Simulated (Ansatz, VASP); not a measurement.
BaTe: VASP beside Ansatz

POSCAR

```
BaTe
1.0
    0.0000000000      3.5312208308      3.5312208308
    3.5312208308      0.0000000000      3.5312208308
    3.5312208308      3.5312208308      0.0000000000
Ba Te
1 1
Direct
    0.0000000000      0.0000000000      0.0000000000
    0.5000000000      0.5000000000      0.5000000000
```

INCAR.step1

```
SYSTEM = BaTe
PREC = Accurate
ENCUT = 520
ISMEAR = 0
SIGMA = 0.05
LREAL = .False.
LASPH = .True.
NELM = 100
NBANDS = 15
GGA = PE
ALGO = Normal
EDIFF = 1E-4
LWAVE = .True.
LCHARG = .False.
```

The input INCAR.step2:

```
SYSTEM = BaTe
PREC = Accurate
ENCUT = 520
EDIFF = 1E-6
ISMEAR = 0
SIGMA = 0.05
LREAL = .False.
LASPH = .True.
NELM = 100
ALGO = Normal
ISIF = 2
LWAVE = .False.
LCHARG = .True.
METAGGA = R2SCAN
LMIXTAU = .True.
LELF = .True.
LVHAR = .True.
NBANDS = 15
ISTART = 1
```

The input KPOINTS:

```
regular mesh
0
Gamma
  8 8 8
  0 0 0
```

Input for Ansatz:

```yaml
crystal:
  lattice:
    - [0.0, 3.5312208308, 3.5312208308]
    - [3.5312208308, 0.0, 3.5312208308]
    - [3.5312208308, 3.5312208308, 0.0]
  atoms:
    - { symbol: Ba, position: [0.0, 0.0, 0.0] }
    - { symbol: Te, position: [0.5, 0.5, 0.5] }
basis:
  ecutwfc: 500
kpoints:
  mp_grid: { grid: [8, 8, 8] }
hamiltonian:
  xc: r2scan
scf:
  occupations: { method: gaussian, width: 0.05 }
output:
  forces: true
  stress: true
  eigenvalues: true
```

Alike in both runs: task single point; functional r2SCAN; k mesh 8 × 8 × 8; occupations gaussian, width 0.05 eV; no spin polarisation.

|  | VASP | Ansatz |
| --- | --- | --- |
| version | VASP 6.6.1 | Ansatz 0.2.0 |
| potentials or method | VASP PAW PBE potentials, release 64 (Ba_sv, Te) | scalar-relativistic, plane waves, PAW |
| plane-wave cutoff (eV) | 520 | 500 |
| valence electrons in the cell | 16 | 26 |

VASP gave:

* gap on the k mesh at the Fermi level (eV): 1.93
* least direct gap on the mesh (eV): 2.32
* pressure (GPa): 0.3

Estimate Ansatz's values.

gap on the k mesh at the Fermi level (eV): 2.00; least direct gap on the mesh (eV): 2.36; pressure (GPa): 0.0.

With one functional, cell and mesh, what is left measures potentials, basis and numerics. The two sets of potentials don't hold the same shells in valence.

Caveats: the PAW data sets were made with another functional, which shifts forces and pressure a little (VASP); spin-orbit coupling is left out, which moves the levels of the heavy elements. r2SCAN opens gaps a little over a GGA but as a rule still falls short of measured ones. A k mesh can miss the band edges.
